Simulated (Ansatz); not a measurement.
# HgTe (I-4m2) in Ansatz: further runs

Runs on HgTe. Level: HSE06. Tasks: band structure, single point, equation of state.

Everything below comes from runs of Ansatz 0.2.0. Logs are shortened: lines on timing, memory, paths and dates and some standing lists are left out, and cuts for length are marked.

### 1 Starting point

Symmetry: I-4m2, No. 119, tetragonal system. The conventional cell has a = 6.091 Å, b = 6.091 Å, c = 3.119 Å, α = 90.00°, β = 90.00°, γ = 90.00°. Hg (site symmetry -4m2) has 2 Hg at 3.12 Å and 4 Te at 3.14 Å as nearest neighbours. Around Te (site symmetry -4m2) lie 2 Te at 3.12 Å and 4 Hg at 3.14 Å.

Measurements of this composition are mostly on another form, of space group No. 216.

### 2 Band structure, HSE06

File input:

```
crystal:
  lattice:
    - [-3.045603, 3.045603, 1.55941]
    - [3.045603, -3.045603, 1.55941]
    - [3.045603, 3.045603, -1.55941]
  atoms:
    - { symbol: Hg, position: [0.75, 0.25, 0.5] }
    - { symbol: Te, position: [0.0, 0.0, 0.0] }
hamiltonian:
  xc: hse06
  pseudopotentials: { kind: paw }
kpoints:
  mp_grid: { grid: [6, 6, 6] }
  band_path:
    path:
      - [[0.0, 0.0, 0.0], [0.0, 0.0, 0.5], [-0.5, 0.5, 0.5], [0.0, 0.0, 0.0], [0.3155411497, 0.3155411497, -0.3155411497], [0.25, 0.25, 0.25], [0.0, 0.5, 0.0], [-0.3155411497, 0.6844588503, 0.3155411497], [-0.5, 0.5, 0.5]]
      - [[0.0, 0.0, 0.5], [0.25, 0.25, 0.25]]
    npoints: 4
scf:
  occupations: { method: fermi_dirac, width: 0.05 }
  n_extra_bands: 6
output:
  forces: true
  stress: true
  eigenvalues: true
  fatbands: false
```

Potentials or basis: Ansatz PAW.

The program printed:

```text
Warning: output.stress: scf.convergence.dr2_threshold = 1e-7 eV (the SCF's general default) is looser than the 2e-10 eV advised for a printed stress (1e-10 eV for each atom of the cell: 2). What an SCF threshold leaves in a stress goes as its square root, and in the free energy as the threshold itself, and one threshold admits the most on a small cell: of the crystals measured, under no hybrid functional and no lock of the moments, on runs that ended without the residual-converged pass, on stresses that held no estimate of that error, the worst erred by over 100 MPa in a component at 1e-7 eV an atom and by under 5 at 1e-10. Set scf.convergence.dr2_threshold to 2e-10 eV or tighter. The threshold is an SCF's pass mark: one that does not reach it within its budget of iterations ends unconverged, or closes short of it on a stop that the run arms, and scf.convergence.dr2_threshold's page says what that costs each kind of run
Warning: output.stress: scf.exx.energy_threshold = 1e-6 eV is looser than the 2e-8 eV advised for a stress under a hybrid functional (1e-8 eV for each atom of the cell: 2). Every SCF of the exchange loop can meet its threshold on dr2 while the loop round them stops early: no threshold on dr2 bounds what that leaves in the stress. Set scf.exx.energy_threshold to 2e-8 eV or tighter. The threshold is the loop's pass mark: a loop that does not reach it within its budget of cycles ends unconverged, and scf.exx.energy_threshold's page has the law
scf.n_extra_bands = 6 over 18 filled bands (N_el = 36.0): the run solves 24 bands
GPUs: using 1 of 1 available (devices: 1).
Engine: ansatz 0.2.0, x86_64-unknown-linux-gnu
Pseudopotentials: kind: paw
Pseudopotential: Hg, paw, valence charge 20, recommended cutoff 420 eV (normal), Hg.paw.azcp
Pseudopotential: Te, paw, valence charge 16, recommended cutoff 420 eV (normal), Te.paw.azcp
Functional definition: HSE06
  parameter a = 0.25
  parameter omega = 0.11/bohr
  exchange = pbe_x - a*pbe_x_sr(omega) + a*exact_x_sr(omega)
  correlation = pbe_c
device memory: the entry about to start is reckoned to put 0.8 GiB on a device that reports 59.0 GiB free (of which the cap on the GPU budget leaves the run 18.0 GiB)
GPU FFT provider: cuFFT
GPU libraries: cuBLAS 13.8.2, cuFFT 12.4.0, cuSOLVER 12.3.4
Crystal: 2 atoms, lattice volume = 57.858 Å³
Basis set: ecut = 420 eV, 1133 PW (Γ), exchange–correlation on 64×64×64 points (8 copies of the dense FFT grid, shifted against one another)
Bands: 24, of which v1, the nominal top of the filled ones, is band 18 counted from 1 (17 counted from 0)
Symmetry: 8 space group operations
Space group: I-4m2 (ITA 119), of the structure as read, at distance tolerance 3.9e-5 Å
k-points: 30 of 216 (time reversal used)
Non-local potential: Hg, projectors of the file, l = 0: 3, l = 1: 2, l = 2: 2, l = 3: 1
Non-local potential: Te, projectors of the file, l = 0: 2, l = 1: 2, l = 2: 2, l = 3: 2
PAW form: soft (Blöchl's): semilocal exchange-correlation on the pseudo side does not see the compensation charge
PAW frozen core: Hg, regenerated for the run's functional, and the local potential with it (the file was generated under x = pbe(κ = 0.804, μ = 0.2195149727645171), c = pbe(β = 0.06672455060314922))
PAW frozen core: Te, regenerated for the run's functional, and the local potential with it (the file was generated under x = pbe(κ = 0.804, μ = 0.2195149727645171), c = pbe(β = 0.06672455060314922))
PAW one-centre angular grid: Hg, 590 points (default); XC on 64 Gauss nodes
PAW one-centre angular grid: Te, 590 points (default); XC on 64 Gauss nodes
Initial density: superposition of atomic densities (neutral atoms: chi_scale 0, normalization atom), corrected by the library's trained network
Initial wavefunctions: pseudopotential atomic-orbital guess
GPU buffer pool allocated for 32768 grid points (all kernels)
GPU transforms: local potential and band sums: pruned to the plane-wave sphere, on 32×32×32
[... 48 lines left out ...]
SCF 3 converged in 6 iterations: F = -20800.841579 eV  dr2 = 9.99e-10
  Residual-converged pass: ⟨swp⟩=2.9  Hψ=1359  notcnv=0  max |occ|·‖R‖ = 2.4e-6 eV (tolerance 2.4e-6 eV)  dr2=9.95e-10  dr2_onsite=1.93e-10  max |Δocc| = 3.7e-12
hybrid outer 2: dexx = +1.611e-6 eV, tail = 2.39e-8 eV, Δε = 3.17e-3 eV (about 8.66e-5 eV left of the loop's levels)
device memory: the entry about to start is reckoned to put 0.5 GiB on a device that reports 59.8 GiB free (of which the cap on the GPU budget leaves the run 18.0 GiB)
NSCF: frozen V_eff on 38 k-points, pencils in batches of 32, up to order 108
hybrid SCF converged: 2 outer / 12 inner (+9 warm-up), last move |dexx| = 1.61e-6 eV, tail = 2.39e-8 eV
Stability not checked: this state was not tested for a lower state beside it, because the functional holds exact exchange (a hybrid, or Hartree-Fock), whose exchange loop this test does not read (fock_operator; see scf.lower_state_search)
Free energy (F): -20800.841579 eV
Frozen-core exchange: fock
Harris-Foulkes:  -20800.841579 eV  (|F-HF|=3.97e-10)
Internal energy: -20800.824099 eV  (E = F + TS)
E sigma→0 (E₀):  -20800.832839 eV
Entropy (-TS):   -0.017480 eV (-8.740 meV/atom)
Fermi energy:    11.206293 eV
--- Per-component energies (eV) ---
  E_band       = -769.502616
  E_kinetic    = 782.887832
  E_local      = -3995.934321  (includes V_loc(G=0)·N_el)
  E_nonlocal   = -236.691675
  E_hartree    = 1978.247060
  E_xc         = -275.305379
  E_vxc        = -290.557660  (∫ρ·V_xc dr)
  E_exx        = -122.434403  (= α·E_x^exact, valence–valence)
  E_paw        = -14561.077660  (= ΣΔE_a)
  E_vpaw       = -740.833518  (= ΣTr[D̂ρ^β])
  E_aug_tail   = 0.000750  (compensation charges beyond the density's cutoff)
  E_ewald      = -4368.503501
  E_core_change = -2.012802  (= ΣΔE_core)
  E_smearing   = -0.017480  (= −TS)
  E_closure    = -0.000000  (closes the sum)
  Σ components = -20800.841579   (vs F -20800.841579, Δ=0.00e0)
--- Forces (eV/Å), atoms counted from 1 ---
  atom   1  Hg     0.00000000     0.00000000     0.00000000
  atom   2  Te     0.00000000     0.00000000     0.00000000
  max |Σ_I F_I| component: 1.56e-17 eV/Å
--- Stress (GPa, compression-positive) ---
       -0.769124       0.000000       0.000000
        0.000000      -0.769124       0.000000
        0.000000       0.000000      -3.196287
  P = ⅓ Tr σ = -1.5782 GPa (-15.782 kbar)
--- Band table (eV; the first three rows and the last of 30) ---
  k-point 0: bands = ["-108.7191", "-55.9042", "-55.8903", "-55.8903", "-29.0873", "-28.9785", "-28.9785", "-28.8517", "-28.8488", "-3.0940", "2.1630", "2.8782", "2.9334", "3.3861", "3.3861", "7.2687", "7.9226", "7.9226", "14.7967", "15.8951", "18.5178", "18.5178", "20.7210", "21.8386"]
  k-point 1: bands = ["-108.7191", "-55.9042", "-55.8904", "-55.8903", "-29.0873", "-28.9785", "-28.9784", "-28.8518", "-28.8487", "-2.9710", "2.1592", "2.8443", "2.8845", "3.3861", "3.4013", "5.6158", "8.2599", "9.6355", "14.7015", "15.9434", "17.1357", "17.8740", "20.6644", "23.2154"]
  k-point 2: bands = ["-108.7191", "-55.9042", "-55.8905", "-55.8902", "-29.0873", "-28.9786", "-28.9782", "-28.8517", "-28.8485", "-2.6920", "2.1499", "2.6872", "2.8183", "3.3938", "3.4265", "4.2496", "9.0464", "11.3433", "14.4569", "14.5993", "15.3490", "19.2675", "20.5507", "22.3498"]
  k-point 29: bands = ["-108.7191", "-55.9041", "-55.8899", "-55.8899", "-29.0873", "-28.9782", "-28.9782", "-28.8519", "-28.8479", "-2.4300", "2.1274", "3.1644", "3.4176", "3.4176", "3.4748", "5.8765", "5.8765", "6.1614", "14.4091", "18.7911", "19.6718", "19.6718", "23.8304", "25.0923"]
```

It took 66 s on 1 × NVIDIA H100 80GB HBM3 with 2 threads of AMD EPYC 7R13 (Zen 3), shared host; peak memory 3.3 GiB.

Results:

| Quantity | Value |
| --- | --- |
| Free energy | -20800.8416 eV |
| Pressure | -1.6 GPa |
| Band gap on the k mesh | none (metal or under the smearing width) |

Stress tensor (GPa, compression positive):
```
-0.77  0.00  0.00
 0.00 -0.77  0.00
 0.00  0.00 -3.20
```

Levels at the corners of the path, in eV from the Fermi level:
```tsv
point	band 16	band 17	band 18	band 19	band 20	band 21
Γ	-3.94	-3.28	-3.28	3.59	4.69	7.31
X	-7.38	-1.66	1.45	1.98	2.89	3.55
M	-5.33	-5.33	-5.04	3.20	7.58	8.47
Γ	-3.94	-3.28	-3.28	3.59	4.69	7.31
Z	-4.71	-2.97	-2.97	-2.37	4.28	5.86
P	-5.68	-3.54	-2.45	2.30	3.15	5.63
N	-5.70	-2.60	-1.78	-0.24	3.38	3.84
Z1	-4.71	-2.97	-2.97	-2.37	4.28	5.86
M	-5.33	-5.33	-5.04	3.20	7.58	8.47
X	-7.38	-1.66	1.45	1.98	2.89	3.55
P	-5.68	-3.54	-2.45	2.30	3.15	5.63
```

Caveat: the k mesh is coarse (spacing up to 0.38 Å⁻¹), so the values aren't converged, least of all with exact exchange; spin-orbit coupling is left out, which moves the levels of the heavy elements; the PAW data sets come from PBE, with cores solved anew for the run's functional, which leaves a small shift of forces and pressure; the thresholds are loose for stress.

### 3 Single point, HSE06, 27.19 Å³/atom (volume scaled by 0.94)

File input:

```
crystal:
  lattice:
    - [-2.9834303915, 2.9834303915, 1.5275763738]
    - [2.9834303915, -2.9834303915, 1.5275763738]
    - [2.9834303915, 2.9834303915, -1.5275763738]
  atoms:
    - { symbol: Hg, position: [0.75, 0.25, 0.5] }
    - { symbol: Te, position: [0.0, 0.0, 0.0] }
hamiltonian:
  xc: hse06
  pseudopotentials: { kind: paw }
kpoints:
  mp_grid: { grid: [6, 6, 6] }
scf:
  occupations: { method: fermi_dirac, width: 0.05 }
output:
  forces: true
  stress: true
  eigenvalues: true
```

Potentials or basis: Ansatz PAW.

Run time: 29 s. Hardware: 1 × NVIDIA H100 80GB HBM3 with 2 threads of AMD EPYC 7R13 (Zen 3), shared host; peak memory 3.1 GiB.

It converged, with:

| Quantity | Value |
| --- | --- |
| Free energy | -20800.8476 eV |
| Pressure | 1.2 GPa |
| Band gap on the k mesh | none (metal or under the smearing width) |

Caveat: the k mesh is coarse (spacing up to 0.39 Å⁻¹), so the values aren't converged, least of all with exact exchange; the PAW data sets come from PBE, with cores solved anew for the run's functional, which leaves a small shift of forces and pressure; the thresholds are loose for stress.

### 4 Single point, HSE06, 27.77 Å³/atom (volume scaled by 0.96)

File input:

```
crystal:
  lattice:
    - [-3.0044411569, 3.0044411569, 1.5383343083]
    - [3.0044411569, -3.0044411569, 1.5383343083]
    - [3.0044411569, 3.0044411569, -1.5383343083]
  atoms:
    - { symbol: Hg, position: [0.75, 0.25, 0.5] }
    - { symbol: Te, position: [0.0, 0.0, 0.0] }
hamiltonian:
  xc: hse06
  pseudopotentials: { kind: paw }
kpoints:
  mp_grid: { grid: [6, 6, 6] }
scf:
  occupations: { method: fermi_dirac, width: 0.05 }
output:
  forces: true
  stress: true
  eigenvalues: true
  write_density: true
  write_potential: true
  elf: true
  volumetric_format: npy
```

Wall time 29 s (1 × NVIDIA H100 80GB HBM3 with 2 threads of AMD EPYC 7R13 (Zen 3), shared host); peak memory 3.1 GiB.

It converged, with:

```yaml
Free_energy: -20800.8525 eV
Pressure: 0.1 GPa
Band_gap_on_the_k_mesh: none (metal or under the smearing width)
```

Caveat: the k mesh is coarse (spacing up to 0.38 Å⁻¹), so the values aren't converged, least of all with exact exchange; the PAW data sets come from PBE, with cores solved anew for the run's functional, which leaves a small shift of forces and pressure; the thresholds are loose for stress.

### 5 Single point, HSE06, 28.35 Å³/atom (volume scaled by 0.98)

input: that of step 4 with these lines changed.

```diff
@@ -2,5 +2,5 @@
   lattice:
-    - [-3.0044411569, 3.0044411569, 1.5383343083]
-    - [3.0044411569, -3.0044411569, 1.5383343083]
-    - [3.0044411569, 3.0044411569, -1.5383343083]
+    - [-3.0251620955, 3.0251620955, 1.5489438457]
+    - [3.0251620955, -3.0251620955, 1.5489438457]
+    - [3.0251620955, 3.0251620955, -1.5489438457]
   atoms:
```

Wall time 31 s (1 × NVIDIA H100 80GB HBM3 with 2 threads of AMD EPYC 7R13 (Zen 3), shared host); peak memory 3.3 GiB.

It converged, with:

```yaml
Free_energy: -20800.8501 eV
Pressure: -0.8 GPa
Band_gap_on_the_k_mesh: none (metal or under the smearing width)
```

Caveat: the k mesh is coarse (spacing up to 0.38 Å⁻¹), so the values aren't converged, least of all with exact exchange; the PAW data sets come from PBE, with cores solved anew for the run's functional, which leaves a small shift of forces and pressure; the thresholds are loose for stress.

### 6 Single point, HSE06, 28.93 Å³/atom

input: that of step 5 with these lines changed.

```diff
@@ -2,5 +2,5 @@
   lattice:
-    - [-3.0251620955, 3.0251620955, 1.5489438457]
-    - [3.0251620955, -3.0251620955, 1.5489438457]
-    - [3.0251620955, 3.0251620955, -1.5489438457]
+    - [-3.045603, 3.045603, 1.55941]
+    - [3.045603, -3.045603, 1.55941]
+    - [3.045603, 3.045603, -1.55941]
   atoms:
```

Potentials or basis: Ansatz PAW.

It took 28 s on 1 × NVIDIA H100 80GB HBM3 with 2 threads of AMD EPYC 7R13 (Zen 3), shared host; peak memory 3.3 GiB.

The run converged. Its results:

```yaml
Free_energy: -20800.8416 eV
Pressure: -1.6 GPa
Band_gap_on_the_k_mesh: none (metal or under the smearing width)
```

Caveat: the k mesh is coarse (spacing up to 0.38 Å⁻¹), so the values aren't converged, least of all with exact exchange; the PAW data sets come from PBE, with cores solved anew for the run's functional, which leaves a small shift of forces and pressure; the thresholds are loose for stress.

### 7 Single point, HSE06, 29.51 Å³/atom (volume scaled by 1.02)

input: that of step 6 with these lines changed.

```diff
@@ -2,5 +2,5 @@
   lattice:
-    - [-3.045603, 3.045603, 1.55941]
-    - [3.045603, -3.045603, 1.55941]
-    - [3.045603, 3.045603, -1.55941]
+    - [-3.0657731441, 3.0657731441, 1.5697375195]
+    - [3.0657731441, -3.0657731441, 1.5697375195]
+    - [3.0657731441, 3.0657731441, -1.5697375195]
   atoms:
```

Wall time 32 s (1 × NVIDIA H100 80GB HBM3 with 2 threads of AMD EPYC 7R13 (Zen 3), shared host); peak memory 3.3 GiB.

The run converged. Its results:

```
Free energy            : -20800.8277 eV
Pressure               : -2.3 GPa
Band gap on the k mesh : none (metal or under the smearing width)
```

Caveat: the k mesh is coarse (spacing up to 0.37 Å⁻¹), so the values aren't converged, least of all with exact exchange; the PAW data sets come from PBE, with cores solved anew for the run's functional, which leaves a small shift of forces and pressure; the thresholds are loose for stress.

### 8 Single point, HSE06, 30.09 Å³/atom (volume scaled by 1.04)

input: that of step 7 with these lines changed.

```diff
@@ -2,5 +2,5 @@
   lattice:
-    - [-3.0657731441, 3.0657731441, 1.5697375195]
-    - [3.0657731441, -3.0657731441, 1.5697375195]
-    - [3.0657731441, 3.0657731441, -1.5697375195]
+    - [-3.0856813198, 3.0856813198, 1.5799309059]
+    - [3.0856813198, -3.0856813198, 1.5799309059]
+    - [3.0856813198, 3.0856813198, -1.5799309059]
   atoms:
```

Run time: 31 s. Hardware: 1 × NVIDIA H100 80GB HBM3 with 2 threads of AMD EPYC 7R13 (Zen 3), shared host; peak memory 3.3 GiB.

The run converged. Its results:

| Item | Value |
| --- | --- |
| Free energy | -20800.8091 eV |
| Pressure | -2.9 GPa |
| Band gap on the k mesh | none (metal or under the smearing width) |

Caveat: the k mesh is coarse (spacing up to 0.37 Å⁻¹), so the values aren't converged, least of all with exact exchange; the PAW data sets come from PBE, with cores solved anew for the run's functional, which leaves a small shift of forces and pressure; the thresholds are loose for stress.

### 9 Single point, HSE06, 30.66 Å³/atom (volume scaled by 1.06)

File input:

```
crystal:
  lattice:
    - [-3.1053358708, 3.1053358708, 1.5899944314]
    - [3.1053358708, -3.1053358708, 1.5899944314]
    - [3.1053358708, 3.1053358708, -1.5899944314]
  atoms:
    - { symbol: Hg, position: [0.75, 0.25, 0.5] }
    - { symbol: Te, position: [0.0, 0.0, 0.0] }
hamiltonian:
  xc: hse06
  pseudopotentials: { kind: paw }
kpoints:
  mp_grid: { grid: [6, 6, 6] }
scf:
  occupations: { method: fermi_dirac, width: 0.05 }
output:
  forces: true
  stress: true
  eigenvalues: true
```

Potentials or basis: Ansatz PAW.

Wall time 32 s (1 × NVIDIA H100 80GB HBM3 with 2 threads of AMD EPYC 7R13 (Zen 3), shared host); peak memory 3.3 GiB.

It converged, with:

| Property | Result |
| --- | --- |
| Free energy | -20800.7865 eV |
| Pressure | -3.4 GPa |
| Band gap on the k mesh | none (metal or under the smearing width) |

Caveat: the k mesh is coarse (spacing up to 0.37 Å⁻¹), so the values aren't converged, least of all with exact exchange; the PAW data sets come from PBE, with cores solved anew for the run's functional, which leaves a small shift of forces and pressure; the thresholds are loose for stress.

### 10 Equation of state, HSE06

This step only gathers the single runs of the series.

What came out:

* Equilibrium volume: 27.86 Å³/atom
* Bulk modulus at fixed shape and positions: 47 GPa
* Pressure derivative of the bulk modulus: 5.8

Energy against volume, from the lowest point:
```
volume (Å³/atom)  energy (meV/atom)
          27.193               2.41
          27.772               0.00
          28.351               1.17
          28.929               5.44
          29.508              12.39
          30.086              21.66
          30.665              32.96
```

Caveat: the k mesh is coarse (spacing up to 0.38 Å⁻¹), so the values aren't converged, least of all with exact exchange; the cell was scaled at fixed shape and fractional positions, which overstates the stiffness of a crystal with free parameters, most of all of layers and chains; the PAW data sets were made with another functional, which shifts forces and pressure a little. Spin-orbit coupling is left out, which matters for the levels of Hg, Te.
